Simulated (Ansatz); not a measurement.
# Bi2Se3 (Paraguanajuatite) (R-3m) in Ansatz: single point with LC-wPBE

Aim: the single point of Bi2Se3 (Paraguanajuatite) with LC-wPBE.

All numbers are computed with Ansatz 0.2.0; they aren't measurements. Logs are shortened: lines on timing, memory, paths and dates and some standing lists are left out, and cuts for length are marked.

## Step 1: Starting point

The structure is trigonal, space group R-3m (No. 166). The conventional cell has a = 4.143 Å, b = 4.143 Å, c = 28.636 Å, α = 90.00°, β = 90.00°, γ = 120.00°. Bi (site symmetry 3m) has 6 Se at 2.85 to 3.07 Å as nearest neighbours. Around Se (site symmetry 3m) lie 3 Bi at 2.85 Å. Se (site symmetry -3m) has 6 Bi at 3.07 Å as nearest neighbours.

## Step 2: Single point, LC-wPBE

input.yaml reads:

```yaml
crystal:
  lattice:
    - [2.0715, 1.1959810826, 9.5453333333]
    - [-2.0715, 1.1959810826, 9.5453333333]
    - [0.0, -2.3919621653, 9.5453333333]
  atoms:
    - { symbol: Bi, position: [0.5992, 0.5992, 0.5992] }
    - { symbol: Bi, position: [0.4008, 0.4008, 0.4008] }
    - { symbol: Se, position: [0.7883, 0.7883, 0.7883] }
    - { symbol: Se, position: [0.2117, 0.2117, 0.2117] }
    - { symbol: Se, position: [0.0, 0.0, 0.0] }
hamiltonian:
  xc: lc_wpbe
  pseudopotentials: { kind: paw }
kpoints:
  mp_grid: { grid: [4, 4, 4] }
scf:
  occupations: { method: fermi_dirac, width: 0.05 }
output:
  forces: true
  stress: true
  eigenvalues: true
  write_density: true
  write_potential: true
  elf: true
  volumetric_format: npy
```

Potentials or basis: Ansatz PAW.

Launch:

```sh
$ ansatz run input.yaml --threads 2 --pin off --max-ram 5632MiB --backend cpu --events-out ev --progress --plain --runs-dir out
```

What it wrote:

```text
Warning: output.stress: scf.convergence.dr2_threshold = 1e-7 eV (the SCF's general default) is looser than the 5e-10 eV advised for a printed stress (1e-10 eV for each atom of the cell: 5). What an SCF threshold leaves in a stress goes as its square root, and in the free energy as the threshold itself, and one threshold admits the most on a small cell: of the crystals measured, under no hybrid functional and no lock of the moments, on runs that ended without the residual-converged pass, on stresses that held no estimate of that error, the worst erred by over 100 MPa in a component at 1e-7 eV an atom and by under 5 at 1e-10. Set scf.convergence.dr2_threshold to 5e-10 eV or tighter. The threshold is an SCF's pass mark: one that does not reach it within its budget of iterations ends unconverged, or closes short of it on a stop that the run arms, and scf.convergence.dr2_threshold's page says what that costs each kind of run
Warning: output.stress: scf.exx.energy_threshold = 1e-6 eV is looser than the 5e-8 eV advised for a stress under a hybrid functional (1e-8 eV for each atom of the cell: 5). Every SCF of the exchange loop can meet its threshold on dr2 while the loop round them stops early: no threshold on dr2 bounds what that leaves in the stress. Set scf.exx.energy_threshold to 5e-8 eV or tighter. The threshold is the loop's pass mark: a loop that does not reach it within its budget of cycles ends unconverged, and scf.exx.energy_threshold's page has the law
Warning: RAYON_NUM_THREADS=2 ignored (pool sized by the plan → 2); use --threads N
basis.fft_grid_basis auto: the FFT boxes are laid along the combinations [[1, -1, 0], [0, 1, 0], [0, -1, 1]] of the cell's own vectors, 4.143, 9.840 and 4.143 Å long. The dense box has 30×72×30 points. Along the cell's own vectors, as sized, it would have 72×72×72, 5.76 times as many. Of the 12 symmetry operations that the crystal satisfies within crystal.symmetry.tolerance (time reversal apart; of a slab, those that keep its plane) the dense box along the cell's own vectors carries 12, and the one as laid loses 8 of those. basis.fft_grid_basis: typed keeps the cell's own vectors: state it where this run's energies or levels are differenced outside the engine with another run's, or held beside a run that keeps those vectors. Those combinations have planes normal to reciprocal vector 3, as the cell's own vectors have. Each planar average written beside output.write_density, output.write_potential has a row for each plane of the box: 30. The volumetric files lie along those combinations, not along the cell's own vectors: a cube or XSF file states them, and fields.json those of NumPy files.
Engine: ansatz 0.2.0, aarch64-unknown-linux-gnu
Pseudopotentials: kind: paw
Pseudopotential: Bi, paw, valence charge 15, recommended cutoff 420 eV (normal), Bi.paw.azcp
Pseudopotential: Se, paw, valence charge 16, recommended cutoff 420 eV (normal), Se.paw.azcp
Functional definition: LC-wPBE
  parameter omega = 0.4/bohr
  exchange = pbe_x_sr(omega) + exact_x_lr(omega)
  correlation = pbe_c
Crystal: 5 atoms, lattice volume = 141.890 Å³
Basis set: ecut = 420 eV, 2743 PW (Γ), FFT grids on a1−a2, a2, −a2+a3, exchange–correlation on 60×144×60 points (8 copies of the dense FFT grid, shifted against one another)
Bands: 47, of which v1, the nominal top of the filled ones, is band 39 counted from 1 (38 counted from 0)
Symmetry: 12 space group operations
Space group: R-3m (ITA 166), of the structure as read, at distance tolerance 5.2e-5 Å
k-points: 13 of 64
Non-local potential: Bi, projectors of the file, l = 0: 2, l = 1: 2, l = 2: 2, l = 3: 2
Non-local potential: Se, projectors of the file, l = 0: 2, l = 1: 2, l = 2: 3, l = 3: 1
PAW form: soft (Blöchl's): semilocal exchange-correlation on the pseudo side does not see the compensation charge
PAW frozen core: Bi, regenerated for the run's functional, and the local potential with it (the file was generated under x = pbe(κ = 0.804, μ = 0.2195149727645171), c = pbe(β = 0.06672455060314922))
PAW frozen core: Se, regenerated for the run's functional, and the local potential with it (the file was generated under x = pbe(κ = 0.804, μ = 0.2195149727645171), c = pbe(β = 0.06672455060314922))
PAW one-centre angular grid: Bi, 590 points (default); XC on 64 Gauss nodes
PAW one-centre angular grid: Se, 590 points (default); XC on 64 Gauss nodes
Initial density: superposition of atomic densities (neutral atoms: chi_scale 0, normalization atom), corrected by the library's trained network
Initial wavefunctions: pseudopotential atomic-orbital guess
Functional: x = pbe(κ = 0.804, μ = 0.2195149727645171), c = pbe(β = 0.06672455060314922), warm-up for x = pbe(κ = 0.804, μ = 0.2195149727645171) + 1 (exact − pbe) at long range (ω = 0.7558904498503081 Å⁻¹), c = pbe(β = 0.06672455060314922)
SCF iter   1: F=—  HF=-41202.234965 eV  |F-HF|=—  |Δ(HF+E_count)|=         —  Δρ=1.70e-3  dr2=8.90e-3  ethr=1.77e-3  ⟨swp⟩=9.1  Hψ=2425  notcnv=0
preconditioner: auto → none  [insulator: Δε(μ)=0.206 eV  Ē_g=9.371 eV  σ=0.050 eV  W_gap=0.77  n_scr=36 (ndim 8)  ℏωp=16.5 eV  f_vac=0.033  D(μ)=0.13/eV (n_scr^D=0)]
SCF iter   2: F=—  HF=-41202.240793 eV  |F-HF|=—  |Δ(HF+E_count)|=   5.83e-3  Δρ=2.05e-3  dr2=4.75e-2  ethr=1.14e-5  ⟨swp⟩=5.2  Hψ=1927  notcnv=0  defer=3
SCF iter   3: F=—  HF=-41202.235986 eV  |F-HF|=—  |Δ(HF+E_count)|=   4.81e-3  Δρ=7.83e-4  dr2=6.12e-3  ethr=1.14e-5  ⟨swp⟩=4.4  Hψ=1471  notcnv=0  defer=5
iter 4 solved again at ethr=2.52e-7 eV; its pass at ethr=7.85e-6 eV (dr2=1.97e-4 eV) is discarded
SCF iter   4: F=—  HF=-41202.235431 eV  |F-HF|=—  |Δ(HF+E_count)|=   5.55e-4  Δρ=2.51e-4  dr2=2.04e-4  ethr=2.52e-7  ⟨swp⟩=3.1  Hψ=2312  notcnv=0
SCF iter   5: F=—  HF=-41202.235498 eV  |F-HF|=—  |Δ(HF+E_count)|=   6.69e-5  Δρ=9.37e-5  dr2=7.34e-6  ethr=2.52e-7  ⟨swp⟩=3.1  Hψ=1202  notcnv=0
SCF iter   6: F=—  HF=-41202.235520 eV  |F-HF|=—  |Δ(HF+E_count)|=   2.16e-5  Δρ=2.14e-5  dr2=4.22e-7  ethr=9.41e-9  ⟨swp⟩=4.0  Hψ=1689  notcnv=0
SCF iter   7: F=—  HF=-41202.235521 eV  |F-HF|=—  |Δ(HF+E_count)|=   1.18e-6  Δρ=6.14e-6  dr2=3.51e-8  ethr=5.41e-10  ⟨swp⟩=4.1  Hψ=1614  notcnv=0
SCF iter   8: F=—  HF=-41202.235521 eV  |F-HF|=—  |Δ(HF+E_count)|=   8.33e-8  Δρ=1.53e-6  dr2=3.70e-9  ethr=4.50e-11  ⟨swp⟩=3.8  Hψ=1458  notcnv=0
SCF iter   9: F=-41202.235521 eV  HF=-41202.235521 eV  |F-HF|=2.33e-10  |Δ(HF+E_count)|=   5.38e-9  Δρ=4.56e-7  dr2=2.90e-10  ethr=4.74e-12  ⟨swp⟩=3.4  Hψ=1480  notcnv=0
SCF 1 converged in 9 iterations: F = -41202.235521 eV  dr2 = 2.90e-10
Initial density: handed on by an earlier stage of this run
Initial wavefunctions: those handed on with the density
Functional: x = pbe(κ = 0.804, μ = 0.2195149727645171) + 1 (exact − pbe) at long range (ω = 0.7558904498503081 Å⁻¹), c = pbe(β = 0.06672455060314922)
[... 37 lines left out ...]
SCF iter   9: F=—  HF=-41181.349788 eV  |F-HF|=—  |Δ(HF+E_count)|=   3.09e-6  Δρ=2.05e-5  dr2=5.20e-6  ethr=4.93e-11  ⟨swp⟩=5.1  Hψ=2374  notcnv=0  defer=1
SCF iter  10: F=-41181.349787 eV  HF=-41181.349787 eV  |F-HF|=8.92e-8  |Δ(HF+E_count)|=   7.48e-7  Δρ=5.70e-6  dr2=1.31e-7  ethr=4.93e-11  ⟨swp⟩=5.0  Hψ=2331  notcnv=0
SCF 4 stopped early in 10 iterations: F = -41181.349787 eV  dr2 = 1.31e-7
  Residual-converged pass: ⟨swp⟩=2.2  Hψ=1023  notcnv=0  max |occ|·‖R‖ = 6.4e-6 eV (tolerance 6.7e-6 eV)  dr2=1.31e-7  dr2_onsite=5.95e-9  max |Δocc| = 0.0e0
hybrid outer 3: dexx = +3.088e-3 eV, tail = 1.70e-5 eV, Δε = 1.18e-1 eV (about 7.13e-3 eV left of the loop's levels), ΔF = 7.05e-2 eV/Å (tail 1.50e-2)
Exchange kernel: α = 0.0000 at short range, 1.0000 at long range (ω = 0.7559 Å⁻¹), several ranges, Wigner–Seitz truncation, v(0) = 13635.1286 eV·Å³, q-mesh 4×4×4, nearest image of the exchange supercell L = 16.57 Å, pair-density grid 24×64×24, without the augmentation charges, whose exchange is taken in its separable form by FFT convolution over the k-point mesh (the finest that the files' search goes to), smooth part of the exact exchange by density-matrix convolution
Frozen-core exchange: fock
SCF iter   1: F=—  HF=-41181.349801 eV  |F-HF|=—  |Δ(HF+E_count)|=         —  Δρ=8.17e-6  dr2=1.26e-7  ethr=1.09e-7  ⟨swp⟩=4.2  Hψ=1257  notcnv=0
preconditioner: auto → none  [insulator: Δε(μ)=4.403 eV  Ē_g=13.495 eV  σ=0.050 eV  W_gap=1.00  n_scr=36 (ndim 8)  ℏωp=14.6 eV  f_vac=0.029  D(μ)=0.00/eV (n_scr^D=0)]
SCF iter   2: F=—  HF=-41181.349802 eV  |F-HF|=—  |Δ(HF+E_count)|=   4.64e-7  Δρ=4.58e-6  dr2=6.29e-8  ethr=1.34e-10  ⟨swp⟩=5.1  Hψ=2147  notcnv=0  defer=1
SCF iter   3: F=—  HF=-41181.349802 eV  |F-HF|=—  |Δ(HF+E_count)|=   1.61e-8  Δρ=2.36e-6  dr2=7.49e-9  ethr=6.45e-11  ⟨swp⟩=3.4  Hψ=1388  notcnv=0  defer=3
SCF iter   4: F=—  HF=-41181.349802 eV  |F-HF|=—  |Δ(HF+E_count)|=   1.82e-9  Δρ=1.09e-6  dr2=3.48e-9  ethr=7.42e-12  ⟨swp⟩=4.3  Hψ=1407  notcnv=0  defer=3
SCF iter   5: F=-41181.349802 eV  HF=-41181.349802 eV  |F-HF|=4.58e-10  |Δ(HF+E_count)|=  3.49e-10  Δρ=3.11e-7  dr2=5.14e-10  ethr=3.88e-12  ⟨swp⟩=3.5  Hψ=1318  notcnv=0  defer=3
SCF 5 converged in 5 iterations: F = -41181.349802 eV  dr2 = 5.14e-10
  Residual-converged pass: ⟨swp⟩=4.0  Hψ=1736  notcnv=0  max |occ|·‖R‖ = 2.7e-7 eV (tolerance 2.7e-7 eV)  dr2=5.32e-10  dr2_onsite=2.84e-11  max |Δocc| = 0.0e0
hybrid outer 4: dexx = +3.067e-7 eV, tail = 2.49e-8 eV, Δε = 7.29e-4 eV (about 9.39e-5 eV left of the loop's levels), ΔF = 1.53e-3 eV/Å (tail 5.67e-4)
hybrid SCF converged: 4 outer / 27 inner (+9 warm-up), last move |dexx| = 3.07e-7 eV, tail = 2.49e-8 eV
Stability not checked: this state was not tested for a lower state beside it, because the functional holds exact exchange (a hybrid, or Hartree-Fock), whose exchange loop this test does not read (fock_operator; see scf.lower_state_search)
Free energy (F): -41181.349802 eV
Frozen-core exchange: fock
Harris-Foulkes:  -41181.349802 eV  (|F-HF|=4.51e-10)
Internal energy: -41181.349802 eV  (E = F + TS)
E sigma→0 (E₀):  -41181.349802 eV
Fermi energy:    8.923346 eV
--- Per-component energies (eV) ---
  E_band       = -1735.074849
  E_kinetic    = 954.297456
  E_local      = -10357.697141  (includes V_loc(G=0)·N_el)
  E_nonlocal   = -658.404607
  E_hartree    = 4610.547315
  E_xc         = -364.379250
  E_vxc        = -373.558826  (∫ρ·V_xc dr)
  E_exx        = -409.262233  (= α·E_x^exact, valence–valence)
  E_paw        = -26884.550253  (= ΣΔE_a)
  E_vpaw       = 297.720730  (= ΣTr[D̂ρ^β])
  E_aug_tail   = -0.002653  (compensation charges beyond the density's cutoff)
  E_ewald      = -8074.376580
  E_core_change = 2.478143  (= ΣΔE_core)
  E_smearing   = -0.000000  (= −TS)
  E_closure    = 0.000000  (closes the sum)
  Σ components = -41181.349802   (vs F -41181.349802, Δ=0.00e0)
--- Forces (eV/Å), atoms counted from 1 ---
  atom   1  Bi     0.00000000     0.00000000    -0.35284230
  atom   2  Bi     0.00000000    -0.00000000     0.35284230
  atom   3  Se     0.00000000     0.00000000    -0.76718737
  atom   4  Se     0.00000000    -0.00000000     0.76718737
  atom   5  Se     0.00000000     0.00000000    -0.00000000
  max |Σ_I F_I| component: 4.21e-30 eV/Å
--- Stress (GPa, compression-positive) ---
       -2.085042       0.000000       0.000000
        0.000000      -2.085042      -0.000000
        0.000000      -0.000000      -1.487801
  P = ⅓ Tr σ = -1.8860 GPa (-18.860 kbar)
--- Band table (eV; the first three rows and the last of 13) ---
  k-point 0: bands = ["-43.9100", "-43.9100", "-43.9099", "-43.9099", "-43.8950", "-43.8950", "-43.8942", "-43.8942", "-43.8881", "-43.8878", "-43.6335", "-43.6239", "-43.6239", "-43.5846", "-43.5846", "-19.8246", "-19.8246", "-19.8189", "-19.8189", "-19.7955", "-19.7929", "-19.7832", "-19.7832", "-19.7799", "-19.7799", "-11.5707", "-10.6057", "-9.4465", "-5.1184", "-3.9790", "3.8714", "3.9577", "3.9577", "3.9784", "4.0469", "4.0469", "4.8705", "4.8705", "6.7227", "11.1257", "12.3556", "12.3556", "13.3638", "14.1439", "14.1439", "17.4685", "18.6470"]
  k-point 1: bands = ["-43.9100", "-43.9100", "-43.9098", "-43.9097", "-43.8950", "-43.8949", "-43.8942", "-43.8941", "-43.8879", "-43.8877", "-43.6335", "-43.6238", "-43.6237", "-43.5846", "-43.5845", "-19.8423", "-19.8351", "-19.8135", "-19.8086", "-19.7939", "-19.7889", "-19.7831", "-19.7801", "-19.7786", "-19.7765", "-10.8500", "-9.9988", "-9.0092", "-5.6764", "-4.7879", "0.9870", "1.6187", "2.2650", "2.6419", "3.4314", "4.4279", "4.8260", "5.0790", "6.0258", "12.2229", "13.1356", "13.3654", "14.1573", "14.6719", "15.7670", "16.1201", "17.8950"]
  k-point 2: bands = ["-43.9100", "-43.9099", "-43.9097", "-43.9096", "-43.8951", "-43.8948", "-43.8943", "-43.8940", "-43.8877", "-43.8876", "-43.6335", "-43.6238", "-43.6237", "-43.5845", "-43.5844", "-19.8619", "-19.8527", "-19.8115", "-19.8034", "-19.8010", "-19.7959", "-19.7717", "-19.7688", "-19.7674", "-19.7670", "-9.2165", "-9.0698", "-8.9978", "-6.7604", "-6.1785", "-0.9322", "1.8756", "1.9888", "2.0173", "2.4946", "2.5602", "3.6756", "4.8245", "5.9401", "11.8188", "13.0265", "14.3893", "14.6273", "15.3500", "16.0509", "16.0613", "18.0409"]
  k-point 12: bands = ["-43.9100", "-43.9100", "-43.9099", "-43.9099", "-43.8950", "-43.8950", "-43.8942", "-43.8942", "-43.8881", "-43.8878", "-43.6335", "-43.6239", "-43.6239", "-43.5846", "-43.5846", "-19.8245", "-19.8245", "-19.8191", "-19.8191", "-19.7951", "-19.7933", "-19.7834", "-19.7834", "-19.7797", "-19.7797", "-11.3653", "-11.0496", "-9.0225", "-5.8274", "-3.3150", "2.8596", "3.8062", "3.8062", "4.3805", "4.3805", "4.6598", "4.6598", "5.2211", "6.2083", "11.4838", "12.7350", "12.7350", "13.1258", "13.6650", "13.6650", "17.4064", "18.4555"]
```

Run time: 2.6 min. Hardware: 2 threads of Arm Neoverse V1, shared host; peak memory 3 GiB.

What came out:

```
Free energy            : -41181.3498 eV
Pressure               : -1.9 GPa
Largest force          : 0.767 eV/Å
Band gap on the k mesh : 4.40 eV, direct
```

Forces in eV/Å, atoms in the order of the input:
```
Bi   0.000  0.000 -0.353
Bi   0.000  0.000  0.353
Se   0.000  0.000 -0.767
Se   0.000  0.000  0.767
Se   0.000  0.000  0.000
```

Levels at points of the mesh, in eV from the valence-band top:
| k point | band 36 | band 37 | band 38 | band 39 | band 40 | band 41 | band 42 | band 43 |
| --- | --- | --- | --- | --- | --- | --- | --- | --- |
| (0.00, 0.00, 0.00) | -2.68 | -1.85 | -1.85 | 0.00 | 4.40 | 5.63 | 5.63 | 6.64 |
| (0.00, 0.00, -0.50) | -4.16 | -3.05 | -1.90 | -0.78 | 5.10 | 6.30 | 7.67 | 7.90 |
| (0.00, -0.50, -0.50) | -2.52 | -2.51 | -2.42 | -1.39 | 5.62 | 6.34 | 7.14 | 7.71 |
| (-0.50, -0.50, -0.50) | -2.06 | -2.06 | -1.50 | -0.51 | 4.76 | 6.01 | 6.01 | 6.40 |

Caveat: the k mesh is coarse (spacing up to 0.44 Å⁻¹), so the values aren't converged, least of all with exact exchange; spin-orbit coupling is left out, which as a rule narrows the gap of such compounds by several tenths of an eV; the PAW data sets come from PBE, with cores solved anew for the run's functional, which leaves a small shift of forces and pressure; the thresholds are loose for stress. A k mesh can miss the band edges.
